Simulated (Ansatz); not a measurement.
A crystal relaxed with r2SCAN in Ansatz 0.2.0 has space group F-43m (No. 216) and a = 6.136 Å.

| atom | site | x | y | z |
| --- | --- | --- | --- | --- |
| Xx | 4a | 0.0000 | 0.0000 | 0.0000 |
| Se | 4c | 0.2500 | 0.2500 | 0.2500 |

r2SCAN gives a direct gap of 1.04 eV at Γ. The HSE06 gap is direct at Γ: 1.48 eV. Meshes: r2SCAN 8×8×8, HSE06 6×6×6. r2SCAN's ε∞ is 6.6 in all directions.

Problem. Which element is Xx?
A. Zn
B. Cd
C. Hg
D. Mg

Solution. B. Xx is Cd: CdSe (F-43m) from a database structure. Cd has 4 Se at 2.66 Å; Se has 4 Cd at 2.66 Å.

The values are computed, spin-unpolarised, and not measurements.

The runs are scalar-relativistic, without spin-orbit coupling.

The meshes of the hybrids are coarse, so their gaps aren't converged to the digits shown.
